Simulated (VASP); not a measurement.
The system is Te2Mo.

```
CELL_PARAMETERS angstrom
3.51820 0.00000 0.00000
-1.75910 3.04685 0.00000
0.00000 0.00000 13.97360
ATOMIC_POSITIONS crystal
Te 0.66667 0.33333 0.37900
Te 0.33333 0.66667 0.87900
Te 0.66667 0.33333 0.12100
Te 0.33333 0.66667 0.62100
Mo 0.66667 0.33333 0.75000
Mo 0.33333 0.66667 0.25000
```

```yaml
Program: VASP 6.6.1
Task: relaxation of cell and atoms
Functional: revPBE
Potentials_or_basis: VASP PAW PBE potentials, release 64 (Te, Mo_sv)
Cutoff: 600 eV
k_mesh: 9 × 9 × 2
Occupations: fermi-dirac, width 0.05 eV
Spin: no spin polarisation
```

At the start: pressure 4.2 GPa; volume 24.96 Å³/atom.

Where does the relaxation end?

Over 36 steps the energy falls by 45.2 meV/atom and the volume is 33.49 Å³/atom (+34.1 %); space group P6_3/mmc (No. 194, to 0.05 Å).

The path:
| step | energy change (eV) | largest force (eV/Å) | pressure (GPa) | volume (Å³) |
| --- | --- | --- | --- | --- |
| 1 | 0.0000 | 0.2425 | 4.25 | 149.79 |
| 2 | 0.0771 | 1.0898 | -4.56 | 164.60 |
| 3 | -0.0773 | 0.3583 | 0.15 | 155.68 |
| 4 | -0.0773 | 0.3472 | 0.23 | 155.56 |
| 5 | -0.0963 | 0.2546 | 0.14 | 157.07 |
| 6 | -0.1098 | 0.0935 | 0.03 | 159.63 |
| 7 | -0.1266 | 0.0999 | -0.05 | 160.86 |
| 8 | -0.1656 | 0.1162 | -0.17 | 164.49 |
| 9 | -0.2133 | 0.1215 | -0.04 | 171.66 |
| 10 | -0.2486 | 0.0590 | 1.11 | 185.55 |
| 11 | -0.2599 | 0.1842 | -0.24 | 191.22 |
| 12 | -0.2600 | 0.1556 | -0.09 | 190.54 |
| 13 | -0.2655 | 0.1001 | -0.11 | 191.88 |
| 14 | -0.2677 | 0.0376 | -0.14 | 193.33 |
| 15 | -0.2678 | 0.0335 | -0.14 | 193.43 |
| 16 | -0.2680 | 0.0118 | 0.09 | 192.98 |
| 17 | -0.2680 | 0.0020 | 0.04 | 193.08 |
| 18 | -0.2682 | 0.0063 | 0.04 | 193.09 |
| 19 | -0.2683 | 0.0208 | 0.05 | 193.10 |
| 20 | -0.2684 | 0.0294 | 0.01 | 193.34 |
| 21 | -0.2686 | 0.0537 | -0.12 | 194.07 |
| 22 | -0.2686 | 0.0525 | -0.12 | 194.11 |
| 23 | -0.2687 | 0.0493 | -0.10 | 194.21 |
| 24 | -0.2690 | 0.0426 | -0.09 | 194.42 |
| 25 | -0.2694 | 0.0290 | -0.05 | 194.84 |
| 26 | -0.2699 | 0.0005 | 0.01 | 195.67 |
| 27 | -0.2700 | 0.0586 | 0.15 | 197.34 |
| 28 | -0.2702 | 0.0352 | 0.09 | 196.65 |
| 29 | -0.2701 | 0.0243 | 0.06 | 196.35 |
| 30 | -0.2704 | 0.0169 | 0.03 | 196.87 |
| 31 | -0.2709 | 0.0035 | -0.07 | 198.43 |
| 32 | -0.2706 | 0.0401 | -0.25 | 201.56 |
| 33 | -0.2709 | 0.0150 | -0.13 | 199.62 |
| 34 | -0.2711 | 0.0095 | -0.08 | 200.09 |
| 35 | -0.2712 | 0.0101 | 0.03 | 201.52 |
| 36 | -0.2712 | 0.0021 | -0.03 | 200.93 |

Final structure:
```xyz
6
Lattice="3.5805 0.0000 0.0000 -1.7902 3.1008 0.0000 0.0000 0.0000 18.0981" Properties=species:S:1:pos:R:3 pbc="T T T"
Te    1.7902    1.0336    6.3324
Te    0.0000    2.0672   15.3815
Te    1.7902    1.0336    2.7167
Te    0.0000    2.0672   11.7657
Mo    1.7902    1.0336   13.5736
Mo    0.0000    2.0672    4.5245
```

Caveat: the volume moved by over 15 % at a fixed basis, so the end points are rough; the PAW data sets were made with another functional, which shifts forces and pressure a little; this functional lacks dispersion, which binds the layers, so the pressure and a relaxed spacing across them are unreliable, and here the layers came unbound; the volume moved by +34 % from the deposited cell, more than functionals usually miss.
